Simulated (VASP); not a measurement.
Given:

```
CELL_PARAMETERS angstrom
      0.00000     2.95963     2.95963
      2.95963     0.00000     2.95963
      2.95963     2.95963     0.00000
ATOMIC_POSITIONS crystal
  Na 0.00000 0.00000 0.00000
  Br 0.50000 0.50000 0.50000
```

The numbers are results of PBEsol GGA, VASP's PBE PAW potentials (set 64) (plane waves; VASP), not measurements. Numerical set-up: 400 eV cut-off, Gaussian smearing of 0.050 eV, potentials Na_pv Br.

### Question
Give the energies of bands 5 to 10 at the high-symmetry points, in eV from the valence-band maximum.

### Answer

| band | Γ | X | U | L | W |
|---|---|---|---|---|---|
| 5 | 0.00 | -1.91 | -1.63 | -2.19 | -1.39 |
| 6 | 0.00 | -0.71 | -1.31 | -0.29 | -1.39 |
| 7 | 0.00 | -0.71 | -0.58 | -0.29 | -0.89 |
| 8 | 4.07 | 6.12 | 6.83 | 6.04 | 7.55 |
| 9 | 9.75 | 6.81 | 7.98 | 9.46 | 8.71 |
| 10 | 9.75 | 10.71 | 9.77 | 9.46 | 8.71 |

The gap is direct, 4.07 eV, from the valence maximum at Γ to the conduction minimum at Γ.

The structure was generated: NaBr was put into the rock salt type (Fm-3m), which need not be its known phase. It was relaxed first, which changed the volume by -12 %.
